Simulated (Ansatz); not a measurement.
# Te$_{2}$Mo: zone-centre modes

These are results of Ansatz 0.2.0, DFT PBEsol, scalar-relativistic, plane waves, PAW, not measurements. The runs took a 420 eV cutoff, a Γ-centred 12×12×2 mesh and Gaussian smearing (0.05 eV). No spin polarisation.

Reference structure (relaxed at this level):

```
CELL_PARAMETERS angstrom
3.49399 0.00000 0.00000
-1.74700 3.02589 0.00000
0.00000 0.00000 14.00854
ATOMIC_POSITIONS crystal
Te 0.33333 0.66667 0.62113
Te 0.66667 0.33333 0.12113
Te 0.33333 0.66667 0.87887
Te 0.66667 0.33333 0.37887
Mo 0.33333 0.66667 0.25000
Mo 0.66667 0.33333 0.75000
```

The cell holds layers and no dispersion correction was added, so their binding is poorly described.

Harmonic modes by finite displacements of 0.02 Å, without the LO–TO term.

(1) At this geometry, is the structure stable against these modes?

(2) List the wavenumbers in cm⁻¹.

## Answers

(1) Yes: no mode is imaginary beyond 10 cm⁻¹, and only the three translations lie near zero.

(2) 0, 0, 0, 25, 25, 32, 117, 117, 119, 119, 172, 174, 236, 236, 236, 236, 287, 292.

Cost: 1 run of about 6.6 core-minutes, on Intel Xeon Processor @ 2.50GHz (Skylake/Cascade Lake) (shared hosts).